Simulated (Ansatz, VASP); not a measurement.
# ZnO: VASP beside Ansatz, part 2 of 2

One calculation is typed for both programs; each brings its own data sets and cutoff. How far apart do they land? The structure shown is the end of the Ansatz relaxation below.

VASP 6.6.1 and Ansatz 0.2.0.

So far: The starting structure; Ansatz: relaxation, PBE.

## 3. VASP: single point, PBE

Level of this step: PBE; plane waves and PAW (O, Zn) (VASP).

The same cell, functional, mesh and smearing now go to VASP, with its own data sets and cutoff.

Lines of VASP's logs that name or quote its potential files are left out, and so is its time.

INCAR

```
SYSTEM = ZnO
PREC = Accurate
ENCUT = 520
EDIFF = 1E-06
NELM = 100
ISMEAR = -1
SIGMA = 0.02
LREAL = .FALSE.
ALGO = Normal
GGA = PE
NBANDS = 89
LORBIT = 11
LWAVE = .FALSE.
LCHARG = .FALSE.
KPAR = 4
ISIF = 0
```

POSCAR

```
ZnO
1.0
    3.2493080000      0.0000000000      0.0000000000
    0.0000000000      5.2057090000      0.0000000000
    0.0000000000      0.0000000000     29.3799442399
O Zn
8 8
Direct
    0.7500000000      0.6099453699      0.6629973658
    0.2500000000      0.1177182591      0.6293769325
    0.2500000000      0.6155191043      0.5653618993
    0.7500000000      0.1209900000      0.5319263510
    0.7500000000      0.6209900000      0.4680736490
    0.2500000000      0.1155191043      0.4346381007
    0.2500000000      0.6177182591      0.3706230675
    0.7500000000      0.1099453699      0.3370026342
    0.7500000000      0.9616666237      0.6519136507
    0.2500000000      0.4996407467      0.6332103632
    0.2500000000      0.9954157898      0.5633663964
    0.7500000000      0.5000000000      0.5319263510
    0.7500000000      0.0000000000      0.4680736490
    0.2500000000      0.4954157898      0.4366336036
    0.2500000000      0.9996407467      0.3667896368
    0.7500000000      0.4616666237      0.3480863493
```

KPOINTS

```
Automatic mesh
0
Gamma
10 6 1
0 0 0
```

The projector-augmented-wave data sets are O and Zn (PBE family, release 64).

On the command line:

```console
$ mpirun -np 4 vasp_std
```

Numbers of over 12 decimals in the logs are rounded to 6 here.

The log of the run:

```text
[banner, memory and clock lines left out]
running    4 mpi-ranks, on    1 nodes
 distrk:  each k-point on    1 cores,    4 groups
 distr:  one band on    1 cores,    1 groups

 POSCAR found type information on POSCAR O Zn
 POSCAR found :  2 types and      16 ions
 LDA part: xc-table for (Slater+PW92), standard interpolation
 POSCAR, INCAR and KPOINTS ok, starting setup
 FFT: planning ... GRIDC
 FFT: planning ... GRID_SOFT
 FFT: planning ... GRID
 WAVECAR not read
 entering main loop
       N       E                     dE             d eps       ncg     rms          rms(c)
DAV:   1     0.149135577581E+04    0.14914E+04   -0.65472E+04  4280   0.172E+03
DAV:   2     0.229733295953E+03   -0.12616E+04   -0.11737E+04  4680   0.432E+02
DAV:   3    -0.601021281303E+02   -0.28984E+03   -0.28399E+03  4862   0.205E+02
DAV:   4    -0.832054588630E+02   -0.23103E+02   -0.22847E+02  4859   0.605E+01
DAV:   5    -0.836597007969E+02   -0.45424E+00   -0.45296E+00  4894   0.860E+00    0.297E+01
DAV:   6    -0.685295458698E+02    0.15130E+02   -0.48695E+01  7271   0.796E+01    0.174E+01
DAV:   7    -0.696847774337E+02   -0.11552E+01   -0.15709E+01  4624   0.202E+01    0.110E+01
DAV:   8    -0.699081717426E+02   -0.22339E+00   -0.61483E+00  6650   0.230E+01    0.503E+00
DAV:   9    -0.693852142164E+02    0.52296E+00   -0.15003E+00  6782   0.140E+01    0.163E+00
DAV:  10    -0.693952666928E+02   -0.10052E-01   -0.64087E-01  4943   0.336E+00    0.362E-01
DAV:  11    -0.693990199031E+02   -0.37532E-02   -0.30990E-02  5128   0.132E+00    0.224E-01
DAV:  12    -0.694005734163E+02   -0.15535E-02   -0.80633E-03  6264   0.170E+00    0.261E-01
DAV:  13    -0.694001678853E+02    0.40553E-03   -0.25154E-03  6096   0.834E-01    0.746E-02
DAV:  14    -0.694002906258E+02   -0.12274E-03   -0.12528E-03  6552   0.393E-01    0.458E-02
[...]
DAV:  19    -0.694010871382E+02   -0.10836E-03   -0.31414E-05  5049   0.389E-02    0.838E-03
DAV:  20    -0.694011327728E+02   -0.45635E-04   -0.32221E-06  4054   0.165E-02    0.944E-03
DAV:  21    -0.694011698485E+02   -0.37076E-04   -0.17103E-06  3230   0.270E-02    0.639E-03
DAV:  22    -0.694012029009E+02   -0.33052E-04   -0.63574E-06  4381   0.164E-02    0.184E-03
DAV:  23    -0.694012154054E+02   -0.12504E-04   -0.17629E-06  3359   0.949E-03    0.268E-03
DAV:  24    -0.694012242044E+02   -0.87990E-05   -0.44633E-07  2986   0.726E-03    0.259E-03
DAV:  25    -0.694012290916E+02   -0.48872E-05   -0.32856E-07  2867   0.398E-03    0.128E-03
DAV:  26    -0.694012299307E+02   -0.83914E-06   -0.16668E-07  3037   0.243E-03
   1 F= -.69401230E+02 E0= -.69401230E+02  d E =-.440054E-10
```

OUTCAR, selected parts (step 3):

```text
ion  position               nearest neighbor table
   1  0.750  0.610  0.663-   9 1.86  10 1.93  10 1.93
   2  0.250  0.118  0.629-   9 1.93   9 1.93  10 1.99  11 2.04
   3  0.250  0.616  0.565-  11 1.98  12 1.99  12 1.99  10 2.08
   4  0.750  0.121  0.532-  12 1.97  13 1.98  11 1.98  11 1.98
   5  0.750  0.621  0.468-  13 1.97  12 1.98  14 1.98  14 1.98
   6  0.250  0.116  0.435-  14 1.98  13 1.99  13 1.99  15 2.08
   7  0.250  0.618  0.371-  16 1.93  16 1.93  15 1.99  14 2.04
   8  0.750  0.110  0.337-  16 1.86  15 1.93  15 1.93
   9  0.750  0.962  0.652-   1 1.86   2 1.93   2 1.93  10 2.95  10 2.95
  10  0.250  0.500  0.633-   1 1.93   1 1.93   2 1.99   3 2.08   9 2.95   9 2.95
  11  0.250  0.995  0.563-   3 1.98   4 1.98   4 1.98   2 2.04
  12  0.750  0.500  0.532-   4 1.97   5 1.98   3 1.99   3 1.99
  13  0.750  0.000  0.468-   5 1.97   4 1.98   6 1.99   6 1.99
  14  0.250  0.495  0.437-   6 1.98   5 1.98   5 1.98   7 2.04
  15  0.250  1.000  0.367-   8 1.93   8 1.93   7 1.99   6 2.08  16 2.95  16 2.95
  16  0.750  0.462  0.348-   8 1.86   7 1.93   7 1.93  15 2.95  15 2.95

  LATTYP: Found a simple orthorhombic cell.
 ALAT       =     3.2493080000
 B/A-ratio  =     1.6020977390
 C/A-ratio  =     9.0419080739

 Subroutine GETGRP returns: Found  4 space group operations
 (whereof  1 operations were pure point group operations)

The static configuration has the point symmetry C_1 .
 The point group associated with its full space group is C_2v.

 Found     24 irreducible k-points:

   k-points           NKPTS =     24   k-points in BZ     NKDIM =     24   number of bands    NBANDS=     89

   dimension x,y,z NGX =    24 NGY =   40 NGZ =  224
   dimension x,y,z NGXF=    48 NGYF=   80 NGZF=  448

   ENCUT  =  520.0 eV  38.22 Ry    6.18 a.u.   6.04  9.68 54.63*2*pi/ulx,y,z

   NELECT =     144.0000    total number of electrons

 k-points in reciprocal lattice and weights: Automatic mesh
   0.00000000  0.00000000  0.00000000       0.017
   0.10000000  0.00000000  0.00000000       0.033
   0.20000000  0.00000000  0.00000000       0.033
   0.30000000  0.00000000  0.00000000       0.033
   0.40000000  0.00000000  0.00000000       0.033
   0.50000000  0.00000000  0.00000000       0.017
   0.00000000  0.16666667  0.00000000       0.033
   0.10000000  0.16666667  0.00000000       0.067
   0.20000000  0.16666667  0.00000000       0.067
[...]
0.40000000  0.50000000  0.00000000       0.033
   0.50000000  0.50000000  0.00000000       0.017

 average (electrostatic) potential at core
       1 -76.8287       2 -77.9176       3 -77.3769       4 -77.6925       5 -77.6925
       6 -77.3769       7 -77.9176       8 -76.8287       9 -40.8259      10 -39.8669
      11 -40.4430      12 -40.2148      13 -40.2148      14 -40.4430      15 -39.8669
      16 -40.8259

 E-fermi :  -2.6097

 k-point     1 :       0.0000    0.0000    0.0000
  band No.  band energies     occupation
    ...
     68      -3.4944      2.00000
     69      -3.3957      2.00000
     70      -3.3305      2.00000
     71      -3.0515      2.00000
     72      -3.0054      2.00000
     73      -2.1375      0.00000
     74      -1.2690      0.00000
     75      -0.1484      0.00000
     76       1.0329      0.00000
     77       2.1452      0.00000
    ...

 k-point     2 :       0.1000    0.0000    0.0000
  band No.  band energies     occupation
    ...
     68      -3.5488      2.00000
     69      -3.4510      2.00000
     70      -3.3944      2.00000
     71      -3.2835      2.00000
     72      -3.2540      2.00000
     73      -1.6739      0.00000
     74      -0.9819      0.00000
     75       0.0348      0.00000
     76       1.1788      0.00000
     77       2.2954      0.00000
    ...

 k-point     3 :       0.2000    0.0000    0.0000
  band No.  band energies     occupation
    ...
     68      -3.7533      2.00000
     69      -3.6592      2.00000
     70      -3.6350      2.00000
     71      -3.5100      2.00000
     72      -3.4406      2.00000
     73      -0.8159      0.00000
     74      -0.3395      0.00000
     75       0.4576      0.00000
     76       1.5104      0.00000
     77       2.6751      0.00000
    ...

  energy-cutoff  :      520.00
  volume of cell :      496.96
      direct lattice vectors                 reciprocal lattice vectors
     3.249308000  0.000000000  0.000000000     0.307757836  0.000000000  0.000000000
     0.000000000  5.205709000  0.000000000     0.000000000  0.192096792  0.000000000
     0.000000000  0.000000000 29.379944240     0.000000000  0.000000000  0.034036824

 POSITION                                       TOTAL-FORCE (eV/Angst)
 -----------------------------------------------------------------------------------
      2.43698      3.17520     19.47883        -0.000000     -0.085294      0.100078
      0.81233      0.61281     18.49106        -0.000000      0.036070     -0.019479
      0.81233      3.20421     16.61030        -0.000000     -0.025265      0.035979
      2.43698      0.62984     15.62797        -0.000000     -0.177506      0.124715
      2.43698      3.23269     13.75198        -0.000000     -0.177506     -0.124715
      0.81233      0.60136     12.76964        -0.000000     -0.025265     -0.035979
      0.81233      3.21566     10.88889        -0.000000      0.036070      0.019479
      2.43698      0.57234      9.90112        -0.000000     -0.085294     -0.100078
      2.43698      5.00616     19.15319         0.000000      0.067427      0.034480
      0.81233      2.60098     18.60369        -0.000000     -0.010071     -0.042230
      0.81233      5.18184     16.55167         0.000000      0.009688      0.019193
      2.43698      2.60285     15.62797        -0.000000      0.184951      0.368898
      2.43698      0.00000     13.75198        -0.000000      0.184951     -0.368898
      0.81233      2.57899     12.82827        -0.000000      0.009688     -0.019193
      0.81233      5.20384     10.77626        -0.000000     -0.010071      0.042230
      2.43698      2.40330     10.22676         0.000000      0.067427     -0.034480
 -----------------------------------------------------------------------------------
    total drift:                                0.000000     -0.001779     -0.000037

  FREE ENERGIE OF THE ION-ELECTRON SYSTEM (eV)
  ---------------------------------------------------
  free  energy   TOTEN  =       -69.4012299307 eV

  energy  without entropy=      -69.4012299307  energy(sigma->0) =      -69.40122993

 total charge
# of ion       s       p       d       tot
------------------------------------------
    1        1.557   3.426   0.000   4.983
    2        1.552   3.452   0.000   5.005
    3        1.552   3.434   0.000   4.986
    4        1.550   3.457   0.000   5.007
    5        1.550   3.457   0.000   5.007
    6        1.552   3.434   0.000   4.986
    7        1.552   3.452   0.000   5.005
    8        1.557   3.426   0.000   4.983
    9        0.510   0.476   9.880  10.866
   10        0.463   0.485   9.901  10.849
   11        0.455   0.472   9.894  10.822
   12        0.456   0.481   9.900  10.837
   13        0.456   0.481   9.900  10.837
   14        0.455   0.472   9.894  10.822
   15        0.463   0.485   9.901  10.849
   16        0.510   0.476   9.880  10.866
--------------------------------------------------
tot         16.193  31.367  79.150 126.709

[... 3 further parts left out ...]
```

## 4. Differences

Known differences besides the potentials themselves: the cutoff is 420 eV in Ansatz and 520 eV in VASP; VASP leaves aspherical gradient terms in its spheres out (LASPH is not set), Ansatz keeps them. Total energies have different zeros and are not compared.

The two programs side by side:

```tsv
quantity	Ansatz	VASP	difference
gap on the k mesh (eV)	0.888	0.868	+0.020
```

Forces on 7 of the 16 atoms, those with the largest forces and the largest differences (eV/Å; atoms numbered as in POSCAR):

```tsv
atom	Ansatz x, y, z	VASP x, y, z
O1	0.000, 0.002, 0.000	0.000, -0.085, 0.100
O4	0.000, -0.175, 0.126	0.000, -0.178, 0.125
O5	0.000, -0.175, -0.126	0.000, -0.178, -0.125
O8	0.000, 0.002, 0.000	0.000, -0.085, -0.100
Zn9	0.000, -0.001, 0.001	0.000, 0.067, 0.034
Zn12	0.000, 0.176, 0.365	0.000, 0.185, 0.369
Zn13	0.000, 0.176, -0.365	0.000, 0.185, -0.369
```

The forces differ by 35 meV/Å r.m.s., which is 34.6 % of the r.m.s. force of 0.10 eV/Å (both taken over all components). A gap on the mesh is an upper bound, since the band edges may lie between its points.

## 5. Summary of results

```yaml
r_m_s_force_difference_single_point_pbe: 35 meV/Å
```

In words: The r.m.s. force difference is 35 meV/Å (single point, PBE), beyond the 12 meV/Å picked in this series as the mark of a large difference. What causes the difference of the single point, PBE pair stays open here. Such differences can come from data sets, numerical settings and the points named under the comparisons, not from the functional's error against experiment.

[Lines on the potential files, build, host, timing and source positions are cut from VASP's logs without a mark.]

[Logs are printed without paths, hosts, clocks, repeated set-up lines and the standing remarks that a program may print on its own settings, such as how far it seeks lower states.]

[Hosts, paths, dates, database ids (printed as entryN), source tags and the programs' standing remarks are cut or masked in the printed files.]
